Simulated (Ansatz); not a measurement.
# In: the cost of one run

Method: DFT PBE, scalar-relativistic, plane waves, PAW, in Ansatz 0.2.0.

## Step 1: The starting structure

It takes space group P-3m1 (No. 164, trigonal). Conventional cell: a = 3.435 Å, b = 3.435 Å, c = 17.972 Å, α = 90.00°, β = 90.00°, γ = 120.00°. In (site symmetry 3m) has 12 In at 3.24 to 3.43 Å as nearest neighbours. Around In (site symmetry -3m) lie 12 In at 3.24 to 3.43 Å.

Structure file:

```cif
data_structure
_symmetry_space_group_name_H-M 'P 1'
_symmetry_Int_Tables_number 1
_cell_length_a 3.4348
_cell_length_b 3.4348
_cell_length_c 17.9720
_cell_angle_alpha 90.000
_cell_angle_beta 90.000
_cell_angle_gamma 120.000
_cell_volume 183.62
loop_
_atom_site_label
_atom_site_type_symbol
_atom_site_fract_x
_atom_site_fract_y
_atom_site_fract_z
_atom_site_occupancy
In1 In 0.00000 0.00000 0.78571 1
In2 In 0.33333 0.66667 0.92857 1
In3 In 0.66667 0.33333 0.07143 1
In4 In 0.00000 0.00000 0.21429 1
In5 In 0.66667 0.33333 0.35714 1
In6 In 0.00000 0.00000 0.50000 1
In7 In 0.33333 0.66667 0.64286 1
```

The cell is invented: close-packed layers stacked ABCACAB|A (P-3m1, No. 164). Lengths come from tabulated atomic sizes and are only a guess.

## Step 2: Probe: one point on a coarse mesh

input.yaml reads:

```yaml
crystal:
  lattice:
    - [3.43480192, 0.0, 0.0]
    - [-1.71740096, 2.97462572, 0.0]
    - [0.0, 0.0, 17.97198356]
  atoms:
    - { symbol: In, position: [0.0, 0.0, 0.78571429] }
    - { symbol: In, position: [0.33333333, 0.66666667, 0.92857143] }
    - { symbol: In, position: [0.66666667, 0.33333333, 0.07142857] }
    - { symbol: In, position: [0.0, 0.0, 0.21428571] }
    - { symbol: In, position: [0.66666667, 0.33333333, 0.35714286] }
    - { symbol: In, position: [0.0, 0.0, 0.5] }
    - { symbol: In, position: [0.33333333, 0.66666667, 0.64285714] }
basis:
  ecutwfc: 420
kpoints:
  mp_grid: { grid: [6, 6, 1] }
hamiltonian:
  xc: pbe
scf:
  occupations: { method: gaussian, width: 0.1 }
  lower_state_search: "off"
output:
  forces: true
  stress: true
  eigenvalues: true
```

The run is started by

```sh
$ ansatz run input.yaml --threads 1 --pin off --max-ram 2560MiB --backend cpu --events-out ev --progress --plain --runs-dir out
```

What time and memory should one allow on 1 thread of Arm Neoverse V2, shared host?

About 3.1 s, with a peak of 0.4 GiB.
